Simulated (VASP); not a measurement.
# CdS (Fm-3m) in VASP: notebook, part 2 of 3

VASP 6.6.1.

## (3) G0W0 quasiparticle levels, PBE

The input, POSCAR:

```
CdS
1.0
    0.0000000000      2.7532440000      2.7532440000
    2.7532440000      0.0000000000      2.7532440000
    2.7532440000      2.7532440000      0.0000000000
Cd S
1 1
Direct
    0.0000000000      0.0000000000      0.0000000000
    0.5000000000      0.5000000000      0.5000000000
```

The input, INCAR.step1:

```
PREC = Accurate ; ENCUT = 450
EDIFF = 1E-8 ; ISMEAR = 0
SIGMA = 0.01 ; LREAL = F
LASPH = T ; NELM = 60
ALGO = Normal ; LWAVE = T
LCHARG = F ; GGA = PE
```

The input, INCAR.step2:

```
PREC = Accurate ; ENCUT = 450
EDIFF = 1E-8 ; ISMEAR = 0
SIGMA = 0.01 ; LREAL = F
LASPH = T ; NELM = 1
ALGO = Exact ; LWAVE = T
LCHARG = F ; GGA = PE
NBANDS = 259 ; LOPTICS = T
ISTART = 1
```

The input, INCAR.step3:

```
PREC = Accurate ; ENCUT = 450
EDIFF = 1E-8 ; ISMEAR = 0
SIGMA = 0.01 ; LREAL = F
LASPH = T ; ALGO = EVGW0
LWAVE = F ; LCHARG = F
GGA = PE ; NELMGW = 1
NBANDS = 259 ; ENCUTGW = 260
NOMEGA = 48 ; PRECFOCK = Fast
ISTART = 1 ; NBANDSGW = 17
```

The input, KPOINTS:

```
Automatic mesh
0
Gamma
  4 4 4
```

Potentials or basis: VASP PAW PBE potentials, release 64 (Cd_GW, S_GW).

On the command line:

```sh
> cat potpaw_PBE.64/Cd_GW/POTCAR potpaw_PBE.64/S_GW/POTCAR > POTCAR
> cp INCAR.step1 INCAR
> mpirun -np 1 vasp_std > vasp.out
> cp INCAR.step2 INCAR
> mpirun -np 1 vasp_std > vasp.out
> cp INCAR.step3 INCAR
> mpirun -np 1 vasp_std > vasp.out
```

OUTCAR:

```text
PREC = Accurate
   ENCUT = 450
   EDIFF = 1E-8
   ISMEAR = 0
   LREAL = F
   LASPH = T
   GGA = PE
   NELMGW = 1
   ENCUTGW = 260
   PRECFOCK = Fast
   ISTART = 1

 Found      8 irreducible k-points:

 Following reciprocal coordinates:
            Coordinates               Weight
  0.000000  0.000000  0.000000      1.000000
  0.250000  0.000000  0.000000      8.000000
  0.500000  0.000000  0.000000      4.000000
  0.250000  0.250000  0.000000      6.000000
  0.500000  0.250000  0.000000     24.000000
 -0.250000  0.250000  0.000000     12.000000
   k-points           NKPTS =      8   k-points in BZ     NKDIM =     64   number of bands    NBANDS=    259
   number of dos      NEDOS =    301   number of ions     NIONS =      2
   total plane-waves  NPLWV =  21952
   dimension x,y,z NGX =    28 NGY =   28 NGZ =   28
   dimension x,y,z NGXF=    56 NGYF=   56 NGZF=   56
   ions per type =               1   1
   NGX,Y,Z   is equivalent  to a cutoff of  11.95, 11.95, 11.95 a.u.
   NGXF,Y,Z  is equivalent  to a cutoff of  23.91, 23.91, 23.91 a.u.
 SYSTEM =  unknown system
   PREC   = accura    normal or accurate (medium, high low for compatibility)
   ISTART =      1    job   : 0-new  1-cont  2-samecut
   ICHARG =      0    charge: 1-file 2-atom 10-const
   ISPIN  =      1    spin polarized calculation?
   LNONCOLLINEAR =      F non collinear calculations
   LSORBIT =      F    spin-orbit coupling
   LASPH  =      T    aspherical Exc in radial PAW
   ENCUT  =  450.0 eV  33.07 Ry    5.75 a.u.   6.73  6.73  6.73*2*pi/ulx,y,z
   NELM   =     60;   NELMIN=  2; NELMDL=  0     # of ELM steps
   EDIFF  = 0.1E-07   stopping-criterion for ELM
   LREAL  =      F    real-space projection
   EDIFFG = 0.1E-06   stopping-criterion for IOM
   NSW    =      0    number of steps for IOM
   IBRION =     -1    ionic relax: 0-MD 1-quasi-New 2-CG
   NFREE  =      0    steps in history (QN), initial steepest desc. (CG)
   ISIF   =      0    stress and relaxation
   ISYM   =      3    0-nonsym 1-usesym 2-fastsym
   POTIM  = 0.5000    time-step for ionic-motion
   TEBEG  =    0.0;   TEEND  =   0.0 temperature during run
   PSTRESS=    0.0 pullay stress
   NELECT =      18.0000    total number of electrons
   NUPDOWN=      -1.0000    fix difference up-down
   EMIN   =  10.00;   EMAX   =-10.00  energy-range for DOS
   EFERMI =   0.00;   METHOD = LEGACY
   ISMEAR =     0;   SIGMA  =   0.01  broadening in eV -4-tet -1-fermi 0-gaus
   EFERMI_NEDOS =   21; number of points for ismear=-14 and -15
   IALGO  =     38    algorithm
   IMIX   =      4    mixing-type and parameters
     AMIX     =   0.40;   BMIX     =  1.00
     AMIX_MAG =   1.60;   BMIX_MAG =  1.00
  volume/ion in A,a.u.               =      20.87       140.84
  Fermi-wavevector in a.u.,A,eV,Ry     =   1.236833  2.337275 20.813583  1.529755
  Thomas-Fermi vector in A             =   2.371425
   LORBIT       =      0    0 simple, 1 ext, 2 COOP (PROOUT), +10 PAW based schemes
   GGA     = PE    functional components
   LHFCALC =     T    Hartree Fock is set to
   PRECFOCK=fast      Normal, Fast or Accurate (Low or Medium for compatibility)
   ENCUT4O =  -1.0   cutoff for four orbital integrals eV
   NKREDX  =     1    reduce k-point grid by
   NKREDY  =     1    reduce k-point grid by
   NKREDZ  =     1    reduce k-point grid by
   AEXX    =    1.0000 exact exchange contribution
   HFSCREEN=    0.0000 screening length (either q_TF or 0.3 A-1)
   HFSCREENC=   0.0000 screening length for correlation (either q_TF or 0.3 A-1)
   ENCUTFOCK=  -1.0 apply spherical cutoff to Coloumb kernel
   IVDW    =     0    specifies the selected vdW correction
   LEPSILON=     F    determine dielectric tensor
   LRPA    =     F    only Hartree local field effects (RPA)
   LRPAFORCE           =     F    calculate RPA forces
   ENCUTGW             = 260.0    cutoff for response function in eV
   ENCUTGWSOFT         = 208.0    soft cutoff for Coulomb kernel in GW response function in eV
   ENCUTLF             =  -1.0    cutoff for local field effects
   NELMGW              =     1    number of iterations in solving QP/BSE equation
   NELMHF              =     1    number of iterations in the inner HF iteration
   NKREDLFX            =     1    NKREDLFY  =   1   NKREDLFZ  =   1
 non-spin polarized calculation
 Gauss-broadening in eV      SIGMA  =   0.01
  energy-cutoff  :      450.00
  volume of cell :       41.74
 maximum number of plane-waves:       934
 NGX is ok and might be reduce to    28
  NGX = 16; NGY = 16; NGZ = 16
   NGX = 13   NGY = 13   NGZ = 13
 maximum number of plane-waves:       415

 QP shifts <psi_nk| G(iteration)W_0 |psi_nk>: iteration 1
 for sc-GW calculations column KS-energies equals QP-energies in previous step
 and V_xc(KS)=  KS-energies - (<T + V_ion + V_H > + <T+V_H+V_ion>^1  + <V_x>^1)

 k-point   1 :       0.0000    0.0000    0.0000
  band No.  KS-energies  QP-energies   sigma(KS)   V_xc(KS)     V^pw_x(r,r')   Z            occupation Imag(sigma)

      1      -8.3091      -8.8280     -13.5184     -12.6924     -20.6591       0.6282       2.0000       0.7919
      2      -3.2906      -5.3573     -18.2978     -15.3695     -23.1284       0.7058       2.0000       0.0355
      3      -3.2906      -5.3573     -18.2978     -15.3695     -23.1284       0.7058       2.0000       0.0355
      4      -3.2906      -5.3573     -18.2978     -15.3695     -23.1284       0.7058       2.0000       0.0355
      5      -3.2879      -5.3666     -18.4286     -15.5027     -23.3778       0.7104       2.0000       0.0839
      6      -3.2879      -5.3666     -18.4286     -15.5027     -23.3778       0.7104       2.0000       0.0839
[... 9 lines left out ...]
     16      15.6096      15.6819     -10.0770     -10.1737      -3.6851       0.7486       0.0000      -0.5629
     17      15.6096      15.6819     -10.0770     -10.1737      -3.6851       0.7486       0.0000      -0.5629
[... 88 lines left out ...]
      1      -7.3926      -7.9259     -14.2160     -13.3931     -21.1174       0.6481       2.0000       0.6629
      2      -3.5137      -5.4988     -18.0807     -15.2490     -23.1100       0.7010       2.0000       0.0943
      3      -3.4586      -5.4045     -17.7136     -14.9425     -22.6067       0.7022       2.0000       0.0862
      4      -3.3097      -5.3524     -18.1340     -15.2409     -22.9647       0.7061       2.0000       0.0466
      5      -3.1526      -5.2415     -18.4755     -15.5253     -23.2989       0.7081       2.0000       0.0345
      6      -3.0254      -5.0930     -18.5405     -15.6342     -23.4131       0.7114       2.0000       0.0592
[... 9 lines left out ...]
     16      18.5061      18.5652      -9.8768      -9.9536      -3.3398       0.7683       0.0000      -0.7514
     17      19.5553      19.6882     -10.3099     -10.4846      -3.7591       0.7607       0.0000      -0.7640

 [... further k-points ...]
```

Wall time 4.1 min (1 thread of Intel Xeon 6975P-C (Granite Rapids), shared host); peak memory 0.71 GiB.

The run converged, but some of its settings lie outside the range that counts as converged, so its numbers aren't taken as properties of the crystal.

Results:

```
Band gap on the k mesh, mean-field level : 0.21 eV, indirect (least direct gap 1.52 eV)
Quasiparticle gap                        : 0.84 eV
Least direct quasiparticle gap           : 2.11 eV
```

Caveat: the k mesh is coarse (spacing up to 0.49 Å⁻¹), so the values aren't converged; bands, screening cutoff and mesh are small and nothing is extrapolated, so the quasiparticle values aren't converged.

## (4) G0W0 quasiparticle levels, PBE

POSCAR is that of step 3.

INCAR.step1 is that of step 3.

INCAR.step2: that of step 3 with these lines changed.

```diff
@@ -6,3 +6,3 @@
 LCHARG = F ; GGA = PE
-NBANDS = 259 ; LOPTICS = T
+NBANDS = 34 ; LOPTICS = T
 ISTART = 1
```

INCAR.step3: that of step 3 with these lines changed.

```diff
@@ -6,3 +6,3 @@
 GGA = PE ; NELMGW = 1
-NBANDS = 259 ; ENCUTGW = 260
+NBANDS = 34 ; ENCUTGW = 100
 NOMEGA = 48 ; PRECFOCK = Fast
```

The input, KPOINTS:

```
Automatic mesh
0
Gamma
  2 2 2
```

Potentials or basis: VASP PAW PBE potentials, release 64 (Cd_GW, S_GW).

On the command line:

```sh
> cat potpaw_PBE.64/Cd_GW/POTCAR potpaw_PBE.64/S_GW/POTCAR > POTCAR
> cp INCAR.step1 INCAR
> mpirun -np 1 vasp_std > vasp.out
> cp INCAR.step2 INCAR
> mpirun -np 1 vasp_std > vasp.out
> cp INCAR.step3 INCAR
> mpirun -np 1 vasp_std > vasp.out
```

OUTCAR:

```text
PREC = Accurate
   ENCUT = 450
   EDIFF = 1E-8
   ISMEAR = 0
   LREAL = F
   LASPH = T
   GGA = PE
   NELMGW = 1
   ENCUTGW = 100
   PRECFOCK = Fast
   ISTART = 1

 Found      3 irreducible k-points:

 Following reciprocal coordinates:
            Coordinates               Weight
  0.000000  0.000000  0.000000      1.000000
  0.500000  0.000000  0.000000      4.000000
  0.500000  0.500000  0.000000      3.000000
   k-points           NKPTS =      3   k-points in BZ     NKDIM =      8   number of bands    NBANDS=     34
   number of dos      NEDOS =    301   number of ions     NIONS =      2
   total plane-waves  NPLWV =  21952
   dimension x,y,z NGX =    28 NGY =   28 NGZ =   28
   dimension x,y,z NGXF=    56 NGYF=   56 NGZF=   56
   ions per type =               1   1
   NGX,Y,Z   is equivalent  to a cutoff of  11.95, 11.95, 11.95 a.u.
   NGXF,Y,Z  is equivalent  to a cutoff of  23.91, 23.91, 23.91 a.u.
 SYSTEM =  unknown system
   PREC   = accura    normal or accurate (medium, high low for compatibility)
   ISTART =      1    job   : 0-new  1-cont  2-samecut
   ICHARG =      0    charge: 1-file 2-atom 10-const
   ISPIN  =      1    spin polarized calculation?
   LNONCOLLINEAR =      F non collinear calculations
   LSORBIT =      F    spin-orbit coupling
   LASPH  =      T    aspherical Exc in radial PAW
   ENCUT  =  450.0 eV  33.07 Ry    5.75 a.u.   6.73  6.73  6.73*2*pi/ulx,y,z
   NELM   =     60;   NELMIN=  2; NELMDL=  0     # of ELM steps
   EDIFF  = 0.1E-07   stopping-criterion for ELM
   LREAL  =      F    real-space projection
   EDIFFG = 0.1E-06   stopping-criterion for IOM
   NSW    =      0    number of steps for IOM
   IBRION =     -1    ionic relax: 0-MD 1-quasi-New 2-CG
   NFREE  =      0    steps in history (QN), initial steepest desc. (CG)
   ISIF   =      0    stress and relaxation
   ISYM   =      3    0-nonsym 1-usesym 2-fastsym
   POTIM  = 0.5000    time-step for ionic-motion
   TEBEG  =    0.0;   TEEND  =   0.0 temperature during run
   PSTRESS=    0.0 pullay stress
   NELECT =      18.0000    total number of electrons
   NUPDOWN=      -1.0000    fix difference up-down
   EMIN   =  10.00;   EMAX   =-10.00  energy-range for DOS
   EFERMI =   0.00;   METHOD = LEGACY
   ISMEAR =     0;   SIGMA  =   0.01  broadening in eV -4-tet -1-fermi 0-gaus
   EFERMI_NEDOS =   21; number of points for ismear=-14 and -15
   IALGO  =     38    algorithm
   IMIX   =      4    mixing-type and parameters
     AMIX     =   0.40;   BMIX     =  1.00
     AMIX_MAG =   1.60;   BMIX_MAG =  1.00
  volume/ion in A,a.u.               =      20.87       140.84
  Fermi-wavevector in a.u.,A,eV,Ry     =   1.236833  2.337275 20.813583  1.529755
  Thomas-Fermi vector in A             =   2.371425
   LORBIT       =      0    0 simple, 1 ext, 2 COOP (PROOUT), +10 PAW based schemes
   GGA     = PE    functional components
   LHFCALC =     T    Hartree Fock is set to
   PRECFOCK=fast      Normal, Fast or Accurate (Low or Medium for compatibility)
   ENCUT4O =  -1.0   cutoff for four orbital integrals eV
   NKREDX  =     1    reduce k-point grid by
   NKREDY  =     1    reduce k-point grid by
   NKREDZ  =     1    reduce k-point grid by
   AEXX    =    1.0000 exact exchange contribution
   HFSCREEN=    0.0000 screening length (either q_TF or 0.3 A-1)
   HFSCREENC=   0.0000 screening length for correlation (either q_TF or 0.3 A-1)
   ENCUTFOCK=  -1.0 apply spherical cutoff to Coloumb kernel
   IVDW    =     0    specifies the selected vdW correction
   LEPSILON=     F    determine dielectric tensor
   LRPA    =     F    only Hartree local field effects (RPA)
   LRPAFORCE           =     F    calculate RPA forces
   ENCUTGW             = 100.0    cutoff for response function in eV
   ENCUTGWSOFT         =  80.0    soft cutoff for Coulomb kernel in GW response function in eV
   ENCUTLF             =  -1.0    cutoff for local field effects
   NELMGW              =     1    number of iterations in solving QP/BSE equation
   NELMHF              =     1    number of iterations in the inner HF iteration
   NKREDLFX            =     1    NKREDLFY  =   1   NKREDLFZ  =   1
 non-spin polarized calculation
 Gauss-broadening in eV      SIGMA  =   0.01
  energy-cutoff  :      450.00
  volume of cell :       41.74
 maximum number of plane-waves:       934
 NGX is ok and might be reduce to    28
  NGX = 16; NGY = 16; NGZ = 16
   NGX = 13   NGY = 13   NGZ = 13
 maximum number of plane-waves:       113
 NGX is ok and might be reduce to    14

 QP shifts <psi_nk| G(iteration)W_0 |psi_nk>: iteration 1
 for sc-GW calculations column KS-energies equals QP-energies in previous step
 and V_xc(KS)=  KS-energies - (<T + V_ion + V_H > + <T+V_H+V_ion>^1  + <V_x>^1)

 k-point   1 :       0.0000    0.0000    0.0000
  band No.  KS-energies  QP-energies   sigma(KS)   V_xc(KS)     V^pw_x(r,r')   Z            occupation Imag(sigma)

      1      -8.0854      -8.0148     -12.5125     -12.6179     -20.5060       0.6695       2.0000       1.5727
      2      -3.3521      -4.3818     -16.8097     -15.3991     -23.2010       0.7300       2.0000       0.3803
      3      -3.3521      -4.3818     -16.8097     -15.3991     -23.2010       0.7300       2.0000       0.3803
      4      -3.3521      -4.3818     -16.8097     -15.3991     -23.2010       0.7300       2.0000       0.3803
      5      -3.3382      -4.4588     -17.0288     -15.5379     -23.4537       0.7516       2.0000       0.4277
      6      -3.3382      -4.4588     -17.0288     -15.5379     -23.4537       0.7516       2.0000       0.4277
[... 9 lines left out ...]
     16      15.6155      16.4886      -9.0612     -10.1525      -3.6482       0.8001       0.0000      -0.7082
     17      15.6495      15.5292      -6.8700      -6.7214      -1.6961       0.8093       0.0000      -0.4910
[... 25 lines left out ...]
      1      -7.2195      -7.2542     -13.6731     -13.6200     -21.4976       0.6530       2.0000       1.2116
      2      -3.4952      -4.5294     -16.5851     -15.1800     -22.9345       0.7360       2.0000       0.3913
      3      -3.2364      -4.3330     -17.1220     -15.6437     -23.5853       0.7418       2.0000       0.4211
      4      -3.1006      -4.1375     -17.1089     -15.6828     -23.5294       0.7270       2.0000       0.3560
      5      -3.1006      -4.1375     -17.1089     -15.6828     -23.5294       0.7270       2.0000       0.3560
      6      -2.3791      -3.2394     -17.0491     -15.8743     -23.3664       0.7323       2.0000       0.4406
[... 9 lines left out ...]
     16      18.8734      20.1213      -9.8699     -11.4513      -4.5781       0.7891       0.0000      -0.6826
     17      18.8734      20.1213      -9.8699     -11.4513      -4.5781       0.7891       0.0000      -0.6826
```

OUTCAR.step1:

```text
PREC = Accurate
   ENCUT = 450
   EDIFF = 1E-8
   ISMEAR = 0
   LREAL = F
   LASPH = T
[... 153 lines left out ...]
 -----------------------------------------------------------------------------------
      0.00000      0.00000      0.00000        -0.000000      0.000000     -0.000000
      2.75324      2.75324      2.75324         0.000000     -0.000000      0.000000
 -----------------------------------------------------------------------------------
    total drift:                                0.000000      0.000000      0.000000

  FREE ENERGIE OF THE ION-ELECTRON SYSTEM (eV)
  ---------------------------------------------------
  free  energy   TOTEN  =        -4.1483517631 eV

  energy  without entropy=       -4.1434513923  energy(sigma->0) =       -4.14590158
```

Wall time 16 s (1 thread of Intel Xeon 6975P-C (Granite Rapids), shared host); peak memory 0.22 GiB.

The run converged, but some of its settings lie outside the range that counts as converged, so its numbers aren't taken as properties of the crystal.

What came out:

- Band gap on the k mesh, mean-field level: 0.01 eV, indirect (least direct gap 1.42 eV)
- Quasiparticle gap: 0.56 eV
- Least direct quasiparticle gap: 1.96 eV

Caveat: the k mesh is coarse (spacing up to 0.99 Å⁻¹), so the values aren't converged; bands, screening cutoff and mesh are small and nothing is extrapolated, so the quasiparticle values aren't converged.

(Continued in part 3 of 3.)
